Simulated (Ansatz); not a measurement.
**SnO (P4/nmm), random displacements**

All numbers below come from DFT PBEsol, scalar-relativistic, plane waves, PAW (Ansatz 0.2.0). The runs took a 420 eV cutoff, a Γ-centred 12×12×10 mesh and Gaussian smearing (0.15 eV). No spin polarisation. Energies are free energies at this smearing, counted from the undisturbed cell; pressure is positive in compression.

The starting cell (as given, not relaxed at this level):

```
Sn O
1.0
     3.80200    0.00000    0.00000
     0.00000    3.80200    0.00000
     0.00000    0.00000    4.83600
Sn O
2 2
Direct
  0.00000 0.50000 0.23850
  0.50000 0.00000 0.76150
  0.00000 0.00000 0.00000
  0.50000 0.50000 0.00000
```

The atoms are displaced (Å, in the unstrained cell):

```tsv
atom	ux	uy	uz
Sn1	0.038	0.002	0.015
Sn2	0.034	-0.017	0.008
O3	-0.038	0.022	0.007
O4	-0.034	-0.008	-0.030
```

Strain (Voigt, engineering shear): (0.0022, -0.0125, -0.0118, 0.1416, 0.1349, 0.0211).

**Question.** What are the energy change, the stress and the forces?

**Answer.** ΔE = 137.0 meV/atom; stress (xx, yy, zz, yz, xz, xy; compression positive) (6.11, 8.62, 6.07, -9.19, -7.82, -0.44) GPa.
```
atom Fx (eV/Å) Fy Fz
 Sn1      -1.10  -0.94   1.07
 Sn2       0.52   1.36  -1.17
  O3      -0.24   0.46  -0.18
  O4       0.83  -0.89   0.29
```

Cost: 1 run of about 1.4 core-minutes, on Intel Xeon Platinum 8488C (Sapphire Rapids) (shared hosts).